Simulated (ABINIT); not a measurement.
CdTe:

```
Te Cd
1.0
     0.00000    3.20500    3.20500
     3.20500    0.00000    3.20500
     3.20500    3.20500    0.00000
Te Cd
1 1
Direct
  0.75000 0.75000 0.75000
  0.00000 0.00000 0.00000
```

| Item | Value |
| --- | --- |
| Program | ABINIT 10.8.3 (patched build) |
| Task | relaxation of cell and atoms |
| Functional | PBE |
| Potentials or basis | JTH PAW PBE v2.0 |
| Cutoff | 599 eV |
| k mesh | 7 × 7 × 7 |
| Occupations | fermi-dirac, width 0.05 eV |
| Spin | no spin polarisation |

At the start: pressure 4.4 GPa; volume 32.92 Å³/atom.

Problem. Where does the relaxation end?

Solution. Over 4 steps the energy falls by 41.7 meV/atom and the volume is 36.24 Å³/atom (+10.1 %); space group F-43m (No. 216, to 0.05 Å).

Step by step:
```
step  energy change (eV)  largest force (eV/Å)  pressure (GPa)  volume (Å³)
   1              0.0000                0.0000            4.36        65.84
   2             -0.0220                0.0000            3.65        66.73
   3             -0.0825                0.0000            0.41        71.78
   4             -0.0835                0.0000            0.05        72.48
```

Final structure:
```
Te Cd
1.0
     0.00000    3.30926    3.30926
     3.30926    0.00000    3.30926
     3.30926    3.30926    0.00000
Te Cd
1 1
Direct
  0.75000 0.75000 0.75000
  0.00000 0.00000 0.00000
```
